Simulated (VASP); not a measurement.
A run of VASP 6.6.1 is set up as follows.

The input INCAR:

```
SYSTEM = CoSi2
  PREC = Accurate
  ENCUT = 600
  EDIFF = 1E-7
  ISMEAR = 0
  SIGMA = 0.1
  LREAL = .FALSE.
  LASPH = .TRUE.
  NELM = 100
  ALGO = Fast
  ISIF = 3
  LWAVE = .FALSE.
  LCHARG = .FALSE.
  GGA = PE
  IBRION = 2
  NSW = 100
  EDIFFG = -0.005
```

KPOINTS

```
Automatic mesh
0
G
  14 14 14
  0 0 0
```

POSCAR

```
CoSi2
1.0
    0.0000000000      2.6825000000      2.6825000000
    2.6825000000      0.0000000000      2.6825000000
    2.6825000000      2.6825000000      0.0000000000
Co Si
1 2
Direct
    0.0000000000      0.0000000000      0.0000000000
    0.2500000000      0.2500000000      0.2500000000
    0.7500000000      0.7500000000      0.7500000000
```

Potentials or basis: VASP PAW PBE potentials, release 64 (Co, Si).

Run with:

```console
$ cat potpaw_PBE.64/Co/POTCAR potpaw_PBE.64/Si/POTCAR > POTCAR
$ mpirun -np 1 vasp_std > vasp.out
```

(1) Predict the space group after relaxing (to 0.05 Å).

(2) Predict the relaxed cell.

Answers

(1) Fm-3m (No. 225).

(2) a = 3.789 Å, b = 3.789 Å, c = 3.789 Å, α = 60.00°, β = 60.00°, γ = 60.00°.
